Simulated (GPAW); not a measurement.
# TePb (Fm-3m) in GPAW: settings compared

Aim: see how the results for TePb move with the level of theory and the settings. Levels: PBE, RPBE, LDA. Tasks: single point, relaxation of cell and atoms.

Everything below comes from runs of GPAW 26.7.0. Logs are shortened: lines on timing, memory, paths and dates and some standing lists are left out, and cuts for length are marked. The log counts tension as positive stress, the text compression.

## (1) Starting point

Symmetry: Fm-3m, No. 225, cubic system. The conventional cell has a = 6.462 Å, b = 6.462 Å, c = 6.462 Å, α = 90.00°, β = 90.00°, γ = 90.00°. Pb (site symmetry m-3m) is surrounded by 6 Te at 3.23 Å. Around Te (site symmetry m-3m) lie 6 Pb at 3.23 Å.

## (2) Single point, PBE

run.py reads:

```python
from ase.dft.bandgap import bandgap
from ase.io import read, write
from ase.units import GPa
from gpaw import GPAW, PW

atoms = read('POSCAR')

calc = GPAW(mode=PW(600),
            xc='PBE',
            kpts={'size': (7, 7, 7), 'gamma': True},
            occupations={'name': 'methfessel-paxton', 'order': 0, 'width': 0.028999999999999998},
            nbands=19,
            convergence={'density': 1e-05, 'energy': 1e-05},
            maxiter=150,
            txt='gpaw.txt')
atoms.calc = calc
energy = atoms.get_potential_energy()
forces = atoms.get_forces()
stress = atoms.get_stress()
calc.write('gs.gpw')
write('result.traj', atoms)
print(f'Energy: {energy:.6f} eV')
print('Forces (eV/A):')
print(forces.round(4))
print('Stress (GPa):', (stress / GPa).round(3))
print('Fermi level:', round(calc.get_fermi_level(), 4), 'eV')
print(f'Gap: {bandgap(calc)[0]:.4f} eV, direct: {bandgap(calc, direct=True)[0]:.4f} eV')
```

POSCAR reads:

```
TePb
1.0
    0.0000000000      3.2310000000      3.2310000000
    3.2310000000      0.0000000000      3.2310000000
    3.2310000000      3.2310000000      0.0000000000
Pb Te
1 1
Direct
    0.0000000000      0.0000000000      0.0000000000
    0.5000000000      0.5000000000      0.5000000000
```

Potentials or basis: GPAW PAW data sets (gpaw-data 1.2.1), pw.

Command:

```console
$ OMP_NUM_THREADS=1 python run.py
```

gpaw.txt:

```text
__  _  _
 | _ |_)|_||  |
 |__||  | ||/\| - 26.7.0

Input parameters:
  mode=PW(ecut=600.0),
  convergence={'density': 1e-05, 'energy': 1e-05},
  kpts=MonkhorstPack(size=(7, 7, 7), gamma=True),
  maxiter=150,
  nbands=19,
  occupations=Occupations(name='methfessel-paxton', order=0, width=0.028999999999999998),
  xc=XC(name='PBE')

Diagonalizing LCAO Hamiltonian
Converting LCAO to pw mode

                 Te

       Pb

Atoms  # Å, Bohr magnetons
|   | symbol |        x |        y |        z |    initial magnetic moments |
|---|--------|----------|----------|----------|-----------------------------|
| 0 |     Pb | 0.000000 | 0.000000 | 0.000000 | ( 0.0000,  0.0000,  0.0000) |
| 1 |     Te | 3.231000 | 3.231000 | 3.231000 | ( 0.0000,  0.0000,  0.0000) |

Unit cell  # Å
| periodic |        x |        y |        z |  lengths |    angles |
|----------|----------|----------|----------|----------|-----------|
|      yes | 0.000000 | 3.231000 | 3.231000 | 4.569324 | 60.000000 |
|      yes | 3.231000 | 0.000000 | 3.231000 | 4.569324 | 60.000000 |
|      yes | 3.231000 | 3.231000 | 0.000000 | 4.569324 | 60.000000 |

Number of symmetries: 48
Symmetry operations  # r_c * U_cc + t_c -> r_c
|    | kind |            matrix            |
|----|------|------------------------------|
|  0 |  σ   |  1, 0, 0,  1, 0,-1,  1,-1, 0 |
|  1 |  C2  |  1, 0, 0,  1,-1, 0,  1, 0,-1 |
|  2 |  E   |  1, 0, 0,  0, 1, 0,  0, 0, 1 |
|  3 |  σ   |  1, 0, 0,  0, 0, 1,  0, 1, 0 |
|  4 |  C4  |  1, 0,-1,  1, 0, 0,  1,-1, 0 |
|  5 |  S6  |  1, 0,-1,  1,-1, 0,  1, 0, 0 |
|  6 |  σ   |  1, 0,-1,  0, 1,-1,  0, 0,-1 |
|  7 |  C3  |  1, 0,-1,  0, 0,-1,  0, 1,-1 |
|  8 |  S6  |  1,-1, 0,  1, 0, 0,  1, 0,-1 |
|  9 |  C4  |  1,-1, 0,  1, 0,-1,  1, 0, 0 |
| 10 |  C3  |  1,-1, 0,  0,-1, 1,  0,-1, 0 |
| 11 |  σ   |  1,-1, 0,  0,-1, 0,  0,-1, 1 |
| 12 |  σ   |  0, 1, 0,  1, 0, 0,  0, 0, 1 |
| 13 |  C4  |  0, 1, 0,  0, 1,-1, -1, 1, 0 |
| 14 |  C3  |  0, 1, 0,  0, 0, 1,  1, 0, 0 |
| 15 |  S6  |  0, 1, 0, -1, 1, 0,  0, 1,-1 |
| 16 |  C2  |  0, 1,-1,  1, 0,-1,  0, 0,-1 |
| 17 |  σ   |  0, 1,-1,  0, 1, 0, -1, 1, 0 |
| 18 |  S4  |  0, 1,-1,  0, 0,-1,  1, 0,-1 |
| 19 |  C4  |  0, 1,-1, -1, 1, 0,  0, 1, 0 |
| 20 |  C3  |  0, 0, 1,  1, 0, 0,  0, 1, 0 |
| 21 |  σ   |  0, 0, 1,  0, 1, 0,  1, 0, 0 |
| 22 |  S6  |  0, 0, 1,  0,-1, 1, -1, 0, 1 |
| 23 |  C4  |  0, 0, 1, -1, 0, 1,  0,-1, 1 |
| 24 |  S4  |  0, 0,-1,  1, 0,-1,  0, 1,-1 |
| 25 |  C3  |  0, 0,-1,  0, 1,-1,  1, 0,-1 |
| 26 |  C2  |  0, 0,-1,  0,-1, 0, -1, 0, 0 |
| 27 |  S6  |  0, 0,-1, -1, 0, 0,  0,-1, 0 |
| 28 |  S4  |  0,-1, 1,  1,-1, 0,  0,-1, 0 |
| 29 |  C4  |  0,-1, 1,  0, 0, 1, -1, 0, 1 |
| 30 |  C2  |  0,-1, 1,  0,-1, 0,  1,-1, 0 |
| 31 |  σ   |  0,-1, 1, -1, 0, 1,  0, 0, 1 |
| 32 |  C3  |  0,-1, 0,  1,-1, 0,  0,-1, 1 |
| 33 |  S6  |  0,-1, 0,  0, 0,-1, -1, 0, 0 |
| 34 |  S4  |  0,-1, 0,  0,-1, 1,  1,-1, 0 |
| 35 |  C2  |  0,-1, 0, -1, 0, 0,  0, 0,-1 |
| 36 |  C2  | -1, 1, 0,  0, 1, 0,  0, 1,-1 |
| 37 |  S6  | -1, 1, 0,  0, 1,-1,  0, 1, 0 |
| 38 |  S4  | -1, 1, 0, -1, 0, 1, -1, 0, 0 |
| 39 |  C3  | -1, 1, 0, -1, 0, 0, -1, 0, 1 |
| 40 |  S6  | -1, 0, 1,  0, 0, 1,  0,-1, 1 |
| 41 |  C2  | -1, 0, 1,  0,-1, 1,  0, 0, 1 |
| 42 |  C3  | -1, 0, 1, -1, 1, 0, -1, 0, 0 |
| 43 |  S4  | -1, 0, 1, -1, 0, 0, -1, 1, 0 |
| 44 |  C2  | -1, 0, 0,  0, 0,-1,  0,-1, 0 |
| 45 |  i   | -1, 0, 0,  0,-1, 0,  0, 0,-1 |
| 46 |  σ   | -1, 0, 0, -1, 1, 0, -1, 0, 1 |
| 47 |  C2  | -1, 0, 0, -1, 0, 1, -1, 1, 0 |

BZ-sampling:
[... 66 lines left out ...]
    |    p |        |      23.705 |    1.275 |
    |    d |        |       6.001 |    1.217 |

    Using partial waves for Pb as LCAO basis

  Te:
    name:    Tellurium
    Z:       52.0
    valence: 6
    core:    46
    charge:  0.0  # [|e|]
    compensation charges:
      type: gauss
      rc: 0.36  # [Å]
      lmax: 2
    cutoffs:
      filter: 2.09  # [Å]
      core: 3.17  # [Å]
    projectors
    | kind |    occ | energy [eV] | rcut [Å] |
    |------|--------|-------------|----------|
    |   5s |  2.000 |     -15.089 |    1.180 |
    |   5p |  4.000 |      -5.955 |    1.196 |
    |    s |        |      12.123 |    1.180 |
    |    p |        |      21.256 |    1.196 |
    |    d |        |       0.000 |    1.238 |

    Using partial waves for Te as LCAO basis

Reference energy: -752065.146798  # eV

eigensolver:
  PPCG
  Converge bands: occupied
  niter=2

density mixing:
  MSR1-Mixer
  Pratt-step length: 0.05
  Maximum mixing coefficient: 0.75
  Old densities: 10
  SVD Regularization: 0.005
  Good broyden scale: 1.0
  Trust region scale: 1.0
  Backstep threshold: 4.0
  History deletion threshold: 6.0
  Fourier metric: weight=20.0, sigma=0.015

occupation numbers:
  Methfessel-Paxton:
    width: 0.0290  # eV
    order: 0

poisson solver:
  ecut: 4800.0  # eV

xc functional:
  name: PBE with 2 nearest neighbor stencil

convergence criteria:
- Maximum integral of absolute [dens]ity change: 1e-05 electrons / valence electron
- Maximum [total energy] change in last 3 cyles: 1e-05 eV / valence electron
- Maximum integral of absolute [eigenst]ate change: 4e-08 eV^2 / valence electron
maximum number of iterations: 150

SCF iterations
|iter     | |      energy | eigst |  dens |
|---------|-|-------------|-------|-------|
|iter:   1| |   -7.906723 | -0.15 |       |
|iter:   2| |   -7.885178 | -1.98 | -1.35 |
|iter:   3| |   -7.799380 | -2.12 | -1.40 |
|iter:   4| |   -7.801135 | -3.78 | -1.99 |
|iter:   5| |   -7.801587 | -4.32 | -2.42 |
|iter:   6| |   -7.801598 | -5.83 | -3.31 |
|iter:   7| |   -7.801599c| -6.77 | -3.87 |
|iter:   8| |   -7.801599c| -7.78c| -4.62 |
|iter:   9| |   -7.801599c| -7.99c| -5.53c|

Converged in 9 steps
Energy contributions relative to reference atoms: (reference = -752065.146798)

Energy contributions:
  Kinetic:          19.814604
  Coulomb:         -20.111307
  Zero:              0.141643
  External:          0.000000
  Xc:               -7.646539
  Entropy:          -0.000000
  Spinorbit:         0.000000
  ----------------------------
  Free energy:      -7.801599
  Extrapolated:     -7.801599

dipole moment: (-27.309957, -27.309957, -27.309957)  # |e|*Ang

Fermi level: 6.249
Eigenvalues  # (at kpt = [0.000, 0.000, 0.000])
| band index |      eig [eV] | occ [0-2] |
|------------|---------------|-----------|
|          0 |       -11.048 |     2.000 |
|        ... |               |           |
|          2 |       -11.035 |     2.000 |
|          3 |       -11.035 |     2.000 |
|          4 |       -11.035 |     2.000 |
|          5 |        -6.329 |     2.000 |
|          6 |         0.142 |     2.000 |
|          7 |         4.302 |     2.000 |
[... 9 lines left out ...]
|         17 |        13.308 |     0.000 |
|         18 |        13.717 |     0.000 |

Gap: 0.980 eV
Transition (v -> c):
  (s=0, k=19, n=9, [0.43, 0.43, 0.43]) -> (s=0, k=19, n=10, [0.43, 0.43, 0.43])
No difference between direct/indirect transitions

Forces  # eV/Ang
|        x |        y |        z |
|----------|----------|----------|
|  0.00000 | -0.00000 |  0.00000 |  # Pb   0
| -0.00000 |  0.00000 | -0.00000 |  # Te   1

Stress tensor  # eV/Ang^3
|         x |         y |         z |
|-----------|-----------|-----------|
| -0.011411 |  0.000000 |  0.000000 |
|  0.000000 | -0.011411 |  0.000000 |
|  0.000000 |  0.000000 | -0.011411 |

# Writing to gs.gpw (mode='')
```

Run time: 19 s. Hardware: 1 thread of Arm Neoverse V1, shared host; peak memory 0.17 GiB.

Results:

```yaml
Free_energy: -7.8016 eV
Pressure: 1.8 GPa
```

Levels at points of the mesh, in eV from the Fermi level:
```csv
k point,band 6,band 7,band 8,band 9,band 10,band 11,band 12,band 13,band 14,band 15
"(0.00, 0.00, 0.00)",-12.58,-6.11,-1.95,-1.95,-1.95,3.47,3.47,3.47,5.24,5.24
```

Caveat: this odd mesh misses L, where the gap lies, so gap, dielectric constants and Born charges aren't listed.

## (3) Single point, PBE

Edit run.py of step 2 so:

```diff
@@ -2,6 +2,7 @@
 from ase.io import read, write
-from ase.units import GPa
+from ase.units import Bohr, GPa
 from gpaw import GPAW, PW
+from gpaw.elf import elf_from_dft_calculation
 
-atoms = read('POSCAR')
+atoms = read('TePb.xyz')
 
@@ -10,3 +11,3 @@
             kpts={'size': (7, 7, 7), 'gamma': True},
-            occupations={'name': 'methfessel-paxton', 'order': 0, 'width': 0.028999999999999998},
+            occupations={'name': 'methfessel-paxton', 'order': 0, 'width': 0.03},
             nbands=19,
@@ -27 +28,6 @@
 print(f'Gap: {bandgap(calc)[0]:.4f} eV, direct: {bandgap(calc, direct=True)[0]:.4f} eV')
+
+# fields on the real-space grid
+write('density.cube', atoms, data=calc.get_pseudo_density() * Bohr**3)
+write('potential.cube', atoms, data=calc.get_electrostatic_potential())
+write('elf.cube', atoms, data=elf_from_dft_calculation(calc).data)
```

TePb.xyz reads:

```xyz
2
Lattice="0.0000000000 3.2310000000 3.2310000000 3.2310000000 0.0000000000 3.2310000000 3.2310000000 3.2310000000 0.0000000000" Properties=species:S:1:pos:R:3 pbc="T T T"
Pb     0.0000000000      0.0000000000      0.0000000000
Te     3.2310000000      3.2310000000      3.2310000000
```

Potentials or basis: GPAW PAW data sets (gpaw-data 1.2.1), pw.

Command:

```console
$ OMP_NUM_THREADS=1 python run.py
```

Run time: 20 s. Hardware: 1 thread of Arm Neoverse V1, shared host; peak memory 0.17 GiB.

It converged, with:

| Property | Result |
| --- | --- |
| Free energy | -7.8016 eV |
| Pressure | 1.8 GPa |

Levels at points of the mesh, in eV from the Fermi level:
```
           k point  band 8  band 9  band 10  band 11  band 12  band 13
(0.00, 0.00, 0.00)   -1.95   -1.95    -1.95     3.47     3.47     3.47
```

Caveat: this odd mesh misses L, where the gap lies, so gap, dielectric constants and Born charges aren't listed. Spin-orbit coupling is left out, which matters for the levels of Pb, Te.

## (4) Single point, RPBE

run.py reads:

```python
from ase.dft.bandgap import bandgap
from ase.io import read, write
from ase.units import GPa
from gpaw import GPAW, PW

atoms = read('POSCAR')

calc = GPAW(mode=PW(600),
            xc='RPBE',
            kpts={'size': (7, 7, 7), 'gamma': True},
            occupations={'name': 'methfessel-paxton', 'order': 0, 'width': 0.1},
            nbands=19,
            convergence={'density': 1e-05, 'energy': 1e-05},
            maxiter=150,
            txt='gpaw.txt')
atoms.calc = calc
energy = atoms.get_potential_energy()
forces = atoms.get_forces()
stress = atoms.get_stress()
calc.write('gs.gpw')
write('result.traj', atoms)
print(f'Energy: {energy:.6f} eV')
print('Forces (eV/A):')
print(forces.round(4))
print('Stress (GPa):', (stress / GPa).round(3))
print('Fermi level:', round(calc.get_fermi_level(), 4), 'eV')
print(f'Gap: {bandgap(calc)[0]:.4f} eV, direct: {bandgap(calc, direct=True)[0]:.4f} eV')
```

POSCAR is that of step 2.

Potentials or basis: the program's PAW data sets (release 1.2.1) made for this functional, pw.

Command:

```console
$ OMP_NUM_THREADS=1 python run.py
```

It took 19 s on 1 thread of Arm Neoverse V1, shared host; peak memory 0.17 GiB.

Results (log left out):

```yaml
Free_energy: -7.0737 eV
Pressure: 3.4 GPa
```

Levels at points of the mesh, in eV from the Fermi level:
| k point | band 8 | band 9 | band 10 | band 11 | band 12 | band 13 |
| --- | --- | --- | --- | --- | --- | --- |
| (0.00, 0.00, 0.00) | -1.86 | -1.86 | -1.86 | 3.60 | 3.60 | 3.60 |

Caveat: this odd mesh misses L, where the gap lies, so gap, dielectric constants and Born charges aren't listed.

(Part 1 of 2 ends here.)
